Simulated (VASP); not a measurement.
Wanted: the native input for a VASP 6.6.1 run.

| Property | Result |
| --- | --- |
| Task | relaxation of cell and atoms |
| Functional | PBE |
| Potentials or basis | VASP PAW PBE potentials, release 64 (Ba_sv) |
| Cutoff | 600 eV |
| k mesh | 3 × 3 × 2 |
| Occupations | gaussian, width 0.1 eV |
| Spin | no spin polarisation |
| Dipole correction | no |
| Further INCAR settings | ALGO = Fast; EDIFF = 1e-07; IBRION = 2; EDIFFG = -0.04; NSW = 90; ISIF = 3 |

The structure of Ba lies in POSCAR:

```
Ba
1.0
    5.8273489389      0.0000000000      0.0000000000
   -2.9136744694      5.0466322178      0.0000000000
    0.0000000000      0.0000000000      7.6596079500
Ba
3
Direct
    0.0000000000      0.5000000000      0.8333333333
    0.5000000000      0.0000000000      0.5000000000
    0.5000000000      0.5000000000      0.1666666667
```

The cell was built by a generator and needn't be a form met in nature.

The cell isn't the ideal one: random cell with space group P6_422 (No. 181).

These files were run (other wordings do the same):

INCAR

```
PREC = Accurate ; ENCUT = 600
EDIFF = 1E-7 ; ISMEAR = 0
SIGMA = 0.1 ; LREAL = F
LASPH = T ; NELM = 100
ALGO = Fast ; ISIF = 3
LWAVE = F ; LCHARG = F
GGA = PE ; IBRION = 2
NSW = 90 ; EDIFFG = -0.04
```

KPOINTS

```
Automatic mesh
0
Gamma
  3 3 2
```

Potentials or basis: VASP PAW PBE potentials, release 64 (Ba_sv).

Launch:

```console
$ cat potpaw_PBE.64/Ba_sv/POTCAR > POTCAR
$ mpirun -np 1 vasp_std > vasp.out
```

It gave:

```
Relaxed volume                         : 59.48 Å³/atom
Relaxed cell                           : a = 4.271 Å, b = 4.271 Å, c = 11.297 Å, α = 90.00°, β = 90.00°, γ = 120.00°
Space group after relaxing (to 0.05 Å) : P6_422 (No. 181)
Energy gained by relaxing              : 493.5 meV/atom
Ionic steps                            : 20
Pressure after relaxing                : 0.0 GPa
Band gap on the k mesh                 : none (metal or under the smearing width)
```

Caveat: the k mesh is coarse (spacing up to 0.42 Å⁻¹), so the values aren't converged; the volume moved by over 15 % at a fixed basis, so the end points are rough.

It took 15 min on 1 thread of AMD EPYC 9R45 96-Core Processor (Zen 5) (shared host), peak memory 0.38 GiB.
